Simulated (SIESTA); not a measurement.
Wanted: the native input for a SIESTA 5.4.2 run.

```
Task                : band structure
Functional          : PBE
Potentials or basis : PseudoDojo 0.4 standard (PBE files)
Basis               : DZ (energy shift 0.003 Ry; two zetas on semicore shells)
Grid cutoff         : 800 Ry
Energy shift        : 0.003 Ry
k mesh              : 8 × 8 × 8
Occupations         : fermi-dirac, width 0.05 eV
Spin                : no spin polarisation
```

Crystal: GaSb.

```
Sb Ga
1.0
     0.00000    3.05900    3.05900
     3.05900    0.00000    3.05900
     3.05900    3.05900    0.00000
Sb Ga
1 1
Direct
  0.75000 0.75000 0.75000
  0.00000 0.00000 0.00000
```

The input as run:

GaSb.fdf

```
SystemName                      GaSb
SystemLabel                     GaSb
NumberOfSpecies                 2
NumberOfAtoms                   2
%block ChemicalSpeciesLabel
  1  51 Sb
  2  31 Ga
%endblock ChemicalSpeciesLabel

LatticeConstant                 1.0 Ang
%block LatticeVectors
     0.0000000000     3.0590000000     3.0590000000
     3.0590000000     0.0000000000     3.0590000000
     3.0590000000     3.0590000000     0.0000000000
%endblock LatticeVectors
AtomicCoordinatesFormat         Fractional
%block AtomicCoordinatesAndAtomicSpecies
     0.7500000000     0.7500000000     0.7500000000  1  Sb
     0.0000000000     0.0000000000     0.0000000000  2  Ga
%endblock AtomicCoordinatesAndAtomicSpecies

%block kgrid.MonkhorstPack
    8   0   0  0.0
    0   8   0  0.0
    0   0   8  0.0
%endblock kgrid.MonkhorstPack
XC.Functional                   GGA
XC.Authors                      PBE
PAO.BasisSize                   DZ
PAO.EnergyShift                 0.003 Ry
Mesh.Cutoff                     800 Ry
OccupationFunction              FD
ElectronicTemperature           0.05 eV
MaxSCFIterations                120
SCF.MustConverge                false
SCF.Mixer.Method                Pulay
SCF.Mixer.Weight                0.25
SCF.Mixer.History               8
SCF.DM.Tolerance                5.0e-05
SCF.H.Tolerance                 1.0e-03 eV
WriteForces                     true
Charge.Mulliken                 end
BandLinesScale                  ReciprocalLatticeVectors
%block BandLines
    1    0.000000   0.000000   0.000000  \Gamma
   12    0.500000   0.000000   0.500000  X
    6    0.500000   0.250000   0.750000  W
    4    0.375000   0.375000   0.750000  K
   13    0.000000   0.000000   0.000000  \Gamma
   11    0.500000   0.500000   0.500000  L
    8    0.625000   0.250000   0.625000  U
    4    0.500000   0.250000   0.750000  W
    9    0.500000   0.500000   0.500000  L
    8    0.375000   0.375000   0.750000  K
    1    0.625000   0.250000   0.625000  U
    4    0.500000   0.000000   0.500000  X
%endblock BandLines
%block PAO.Basis
  Sb 3
  n=5 0 2
    5.984 0.000
  n=5 1 2
    7.890 0.000
  n=4 2 2
    3.483 0.000
  Ga 3
  n=4 0 2
    6.575 0.000
  n=4 1 2
    9.448 0.000
  n=3 2 2
    3.582 0.000
%endblock PAO.Basis
```

Potentials or basis: PseudoDojo 0.4 standard (PBE files), DZ (energy shift 0.003 Ry; two zetas on semicore shells).

Launch:

```bash
$ siesta < GaSb.fdf > GaSb.out 2>&1
```

Results of the run:

```json
{"Pressure": "2.1 GPa", "Band gap on the k mesh": "0.12 eV, direct", "Band gap along the path": "0.12 eV, direct"}
```

Caveat: the basis has no polarisation orbitals; spin-orbit coupling is left out, which moves the levels of the heavy elements; the basis of atomic orbitals isn't converged, which shifts pressures, moduli and gaps.

Wall time 24 s on 1 thread of Arm Neoverse V2, on a shared host, peak memory 0.28 GiB.
